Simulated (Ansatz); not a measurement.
# An inverse problem

Cell vectors (Å):

```
0.0000 3.0413 3.0413
3.0413 0.0000 3.0413
3.0413 3.0413 0.0000
```

| atom | a | b | c |
| --- | --- | --- | --- |
| X | 0.0000 | 0.0000 | 0.0000 |
| Se | 0.7500 | 0.7500 | 0.7500 |

Theory: PBEsol, all-electron LAPW in Ansatz 0.2.0, scalar-relativistic. k mesh 6×6×6, fixed occupations.

Harmonic phonons of a crystal by Kohn-Sham DFT at the given cell, standard atomic masses, acoustic sum rule imposed; negative wavenumbers are unstable modes.

| point | q a (r.l.u.) | q b (r.l.u.) | q c (r.l.u.) | branch | phonon wavenumber (cm⁻¹) |
| --- | --- | --- | --- | --- | --- |
| Gamma | 0 | 0 | 0 | 4 | 166.6 |
| L | 0.5 | 0 | 0 | 1 | 33.1 |
| L | 0.5 | 0 | 0 | 3 | 122.1 |
| L | 0.5 | 0 | 0 | 4 | 173.6 |
| L | 0.5 | 0 | 0 | 6 | 184 |
| X | 0.5 | 0.5 | 0 | 1 | 40.6 |
| X | 0.5 | 0.5 | 0 | 3 | 139.4 |
| X | 0.5 | 0.5 | 0 | 4 | 171.8 |
| X | 0.5 | 0.5 | 0 | 5 | 182.1 |

Task: All X atoms are one element. Which one was computed?

Result: Cd; the crystal is CdSe (F-43m, a database entry that needn't be its stable phase).

Limits of these numbers: no LO-TO term at the zone centre.
